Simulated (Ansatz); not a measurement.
## SiC: the gap against volume

SiC, P6_3mc, a = 3.075 Å, c = 5.048 Å. The compound has several low-lying forms, and this is one of them. Ansatz: r2SCAN, PAW, 500 eV, Γ-centred 12×12×6 mesh on 4 atoms, Gaussian smearing 0.02 eV; no spin polarisation. Shape and atoms are relaxed at each volume; x = ln(V/V0) with V0 = 10.336 Å³/atom. The gap is read at the mesh points alone.

| x | gap y (eV) |
| --- | --- |
| -0.0619 | 2.563 |
| -0.0305 | 2.610 |
| 0.0000 | 2.651 |
| 0.0296 | 2.692 |
| 0.0583 | ? |

Problem. Fit a straight line to the other rows, give the volume deformation potential of the gap and its pressure coefficient, and predict the missing gap. B0 = 227.8 GPa.

Solution. Means x = -0.01570, y = 2.6290; Σ(Δx)² = 0.004652, ΣΔxΔy = 0.006530; the slope is their ratio. y = 2.6510 + 1.4036 x. The slope is the deformation potential a = dE_g/d ln V = 1.40 eV, and dE_g/dP = −a/B0 = -6.16 meV/GPa. At x = 0.0583 the fit asked for gives 2.733 eV. The run gave 2.732 eV, so the fit is 0.001 eV too high, within the rms miss on the fitted rows (0.001 eV). The form still works here, 31 % of the fitted range beyond its end.

Semilocal functionals give gaps under the measured ones; changes of the gap mostly carry over better.